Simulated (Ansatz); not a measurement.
# Molecular dynamics of Li7Nb8O24, charge -1

input.yaml

```yaml
accuracy: low
crystal:
  lattice:
    - [-5.202813, -3.003845, 4.669129]
    - [5.202813, -3.003845, 4.669129]
    - [0.0, 6.007691, 4.669129]
  atoms:
    - { symbol: Li, position: [0.2804, 0.2804, 0.2804] }
    - { symbol: Li, position: [0.7804, 0.7804, 0.7804] }
    - { symbol: Nb, position: [4.5e-05, 4.5e-05, 4.5e-05] }
    - { symbol: Nb, position: [0.500045, 0.500045, 0.500045] }
    - { symbol: O, position: [0.5399, 0.41644, 0.23536] }
    - { symbol: O, position: [0.23536, 0.5399, 0.41644] }
    - { symbol: O, position: [0.41644, 0.23536, 0.5399] }
    - { symbol: O, position: [0.73536, 0.41644, 0.5399] }
    - { symbol: O, position: [0.41644, 0.5399, 0.73536] }
    - { symbol: O, position: [0.5399, 0.73536, 0.41644] }
    - { symbol: Li, position: [0.7804, 0.7804, 0.2804] }
    - { symbol: Li, position: [0.2804, 0.2804, 0.7804] }
    - { symbol: Nb, position: [0.500045, 0.500045, 4.5e-05] }
    - { symbol: Nb, position: [4.5e-05, 4.5e-05, 0.500045] }
    - { symbol: O, position: [0.0399, 0.91644, 0.23536] }
    - { symbol: O, position: [0.73536, 0.0399, 0.41644] }
    - { symbol: O, position: [0.91644, 0.73536, 0.5399] }
    - { symbol: O, position: [0.23536, 0.91644, 0.5399] }
    - { symbol: O, position: [0.91644, 0.0399, 0.73536] }
    - { symbol: O, position: [0.0399, 0.23536, 0.41644] }
    - { symbol: Li, position: [0.2804, 0.7804, 0.2804] }
    - { symbol: Nb, position: [0.500045, 4.5e-05, 0.500045] }
    - { symbol: Nb, position: [4.5e-05, 0.500045, 4.5e-05] }
    - { symbol: O, position: [0.0399, 0.41644, 0.73536] }
    - { symbol: O, position: [0.73536, 0.5399, 0.91644] }
    - { symbol: O, position: [0.91644, 0.23536, 0.0399] }
    - { symbol: O, position: [0.23536, 0.41644, 0.0399] }
    - { symbol: O, position: [0.91644, 0.5399, 0.23536] }
    - { symbol: O, position: [0.0399, 0.73536, 0.91644] }
    - { symbol: Li, position: [0.2804, 0.7804, 0.7804] }
    - { symbol: Li, position: [0.7804, 0.2804, 0.2804] }
    - { symbol: Nb, position: [4.5e-05, 0.500045, 0.500045] }
    - { symbol: Nb, position: [0.500045, 4.5e-05, 4.5e-05] }
    - { symbol: O, position: [0.5399, 0.91644, 0.73536] }
    - { symbol: O, position: [0.23536, 0.0399, 0.91644] }
    - { symbol: O, position: [0.41644, 0.73536, 0.0399] }
    - { symbol: O, position: [0.73536, 0.91644, 0.0399] }
    - { symbol: O, position: [0.41644, 0.0399, 0.23536] }
    - { symbol: O, position: [0.5399, 0.23536, 0.91644] }
total_charge: -1
basis:
  ecutwfc: 420.0
kpoints:
  mp_grid: { grid: [2, 2, 2] }
hamiltonian:
  xc: pbesol
scf:
  occupations: { method: fermi_dirac, width: 0.05 }
  lower_state_search: "off"
md:
  timestep: 1
  n_steps: 400
  ensemble: nvt_langevin
  temperature: 900.0
  initial_velocities: maxwell_boltzmann
  seed: 696934
  friction: 0.02
```

Launched with:

```bash
$ ansatz run input.yaml --threads 4 --pin off --max-ram 10240MiB --backend cpu --events-out ev --progress --plain --runs-dir out
```

It starts from an unrelaxed structure (largest force component 1.48 eV/Å).

Output, in part (step lines):

```
md step     0: t =     0.00 fs  T =   876.9 K  F+E_penalty+E_count = -50876.05693551 eV  E_kin = 4.420692 eV  (11 SCF iters)
md step     1: t =     1.00 fs  T =   897.8 K  F+E_penalty+E_count = -50876.04940832 eV  E_kin = 4.526119 eV  (9 SCF iters)
md step     2: t =     2.00 fs  T =   870.8 K  F+E_penalty+E_count = -50876.00413320 eV  E_kin = 4.389679 eV  (9 SCF iters)
md step     3: t =     3.00 fs  T =   810.6 K  F+E_penalty+E_count = -50875.92644018 eV  E_kin = 4.086330 eV  (9 SCF iters)
md step     4: t =     4.00 fs  T =   819.9 K  F+E_penalty+E_count = -50875.81940610 eV  E_kin = 4.133315 eV  (9 SCF iters)
md step     5: t =     5.00 fs  T =   765.8 K  F+E_penalty+E_count = -50875.68967217 eV  E_kin = 3.860435 eV  (7 SCF iters)
md step     6: t =     6.00 fs  T =   730.7 K  F+E_penalty+E_count = -50875.55060465 eV  E_kin = 3.683741 eV  (7 SCF iters)
md step     7: t =     7.00 fs  T =   743.6 K  F+E_penalty+E_count = -50875.39635660 eV  E_kin = 3.748405 eV  (7 SCF iters)
[... lines left out ...]
```

The steps, from the saved trajectory:

```tsv
time (fs)	T (K)	potential energy less start (eV)
0	877	0.000
13	488	1.668
26	539	2.222
39	691	2.734
52	747	2.972
65	776	2.454
78	821	2.722
91	711	3.752
104	805	3.666
117	690	4.584
130	742	4.714
143	912	4.510
156	758	4.202
169	795	3.553
182	866	2.886
195	801	2.659
208	811	3.664
221	738	4.075
234	881	4.299
247	795	5.092
260	937	4.378
273	888	3.657
286	887	3.635
299	772	3.699
312	914	3.237
325	785	3.802
338	767	4.675
351	868	4.398
364	886	3.875
377	953	4.005
390	871	4.390
```

The run went to its last step. A run of 0.4 ps of so small a system gives no equilibrium averages. Limits of this set-up: no spin, though dangling bonds at a vacancy may carry it, a small cell, in which the defect meets its images, low accuracy level, charged cell in a uniform background, uncorrected.

Mean squared displacements from the first frame to the last, about the centre of mass: Li 0.53 Å², Nb 0.09 Å², O 0.10 Å².

Last frame:

```xyz
39
Lattice="-5.2028 -3.0038 4.6691 5.2028 -3.0038 4.6691 0.0000 6.0077 4.6691" Properties=species:S:1:pos:R:3
Li 0.002 -0.070 3.631
Li 0.238 -0.163 10.206
Nb -0.204 -0.254 -0.122
Nb 0.215 -0.429 6.679
O -0.282 -2.048 5.758
O 1.876 -0.063 5.589
O -0.777 0.785 5.430
O -1.222 -0.669 8.008
O 0.537 1.351 7.517
O 1.331 -1.763 8.047
Li 0.483 -3.494 8.756
Li 0.214 2.746 5.705
Nb 0.035 -3.264 4.108
Nb 0.198 2.807 2.400
O 4.693 -1.732 5.582
O -3.536 -0.174 5.594
O -0.738 -1.988 10.294
O 3.719 -0.395 7.882
O -4.470 1.292 8.027
O 1.120 1.319 3.161
Li 2.713 -2.108 4.902
Nb -2.493 1.312 4.607
Nb 2.753 -1.726 1.811
O 2.252 2.650 5.712
O -0.667 1.356 10.063
O -3.497 -3.387 5.638
O 1.308 -2.136 3.236
O -1.806 -3.397 8.073
O 3.886 3.154 7.880
Li 2.888 1.350 7.288
Li -2.540 -1.606 5.832
Nb 2.934 1.110 4.396
Nb -2.653 -1.484 2.167
O 2.382 -0.141 10.213
O -0.858 4.372 5.540
O 1.726 -3.682 5.418
O 1.250 -4.990 7.947
O -1.684 -0.103 3.053
O -1.340 3.302 7.880
```

Run time: 16 min on 4 threads of AMD EPYC 9R45 96-Core Processor (Zen 5), with other jobs on the host, peak memory 2.3 GiB.
